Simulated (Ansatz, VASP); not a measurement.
AlN: VASP beside Ansatz

Contents of INCAR:

```
SYSTEM = AlN
PREC = Accurate ; ENCUT = 520
EDIFF = 1E-6 ; ISMEAR = 0
SIGMA = 0.05 ; LREAL = .FALSE.
LASPH = .TRUE. ; NELM = 100
ALGO = Fast ; ISIF = 2
LWAVE = .FALSE. ; LCHARG = .FALSE.
NBANDS = 11
```

File KPOINTS:

```
regular mesh
0
G
  10 10 10
  0 0 0
```

The input POSCAR:

```
AlN
1.0
    0.0000000000      1.9836550500      1.9327921000
    1.9836550500      0.0000000000      1.9327921000
    1.9836550500      1.9836550500      0.0000000000
Al N
1 1
Direct
    0.5000000000      0.5000000000      0.5000000000
    0.0000000000      0.0000000000      0.0000000000
```

Input for Ansatz:

```yaml
crystal:
  lattice:
    - [0.0, 1.98365505, 1.9327921]
    - [1.98365505, 0.0, 1.9327921]
    - [1.98365505, 1.98365505, 0.0]
  atoms:
    - { symbol: Al, position: [0.5, 0.5, 0.5] }
    - { symbol: "N", position: [0.0, 0.0, 0.0] }
basis:
  ecutwfc: 420
kpoints:
  mp_grid: { grid: [10, 10, 10] }
hamiltonian:
  xc: lda
scf:
  occupations: { method: gaussian, width: 0.05 }
output:
  forces: true
  stress: true
  eigenvalues: true
```

Change from the starting cell: strain -0.025 along x and y, -0.050 along z, atoms carried along.

Alike in both runs: task single point; functional LDA; k mesh 10 × 10 × 10; occupations gaussian, width 0.05 eV; no spin polarisation.

|  | VASP | Ansatz |
| --- | --- | --- |
| version | VASP 6.6.1 | Ansatz 0.2.0 |
| potentials or method | VASP PAW LDA potentials, release 64 (Al, N) | scalar-relativistic, plane waves, PAW |
| plane-wave cutoff (eV) | 520 | 420 |
| valence electrons in the cell | 8 | 8 |

|  | VASP | Ansatz | Ansatz less VASP |
| --- | --- | --- | --- |
| gap on the k mesh at the Fermi level (eV) | 4.80 | 4.80 | +0.001 |
| least direct gap on the mesh (eV) | 6.94 | 6.92 | -0.027 |
| pressure (GPa) | 19.7 | 18.7 | -1.03 |
| largest component of the traceless stress (GPa) | 7.90 | 7.67 | -0.231 |

Caveats: so large a pressure means that the cell lies far from this level's equilibrium, or that cutoff or potentials fall short (VASP). A k mesh can miss the band edges.
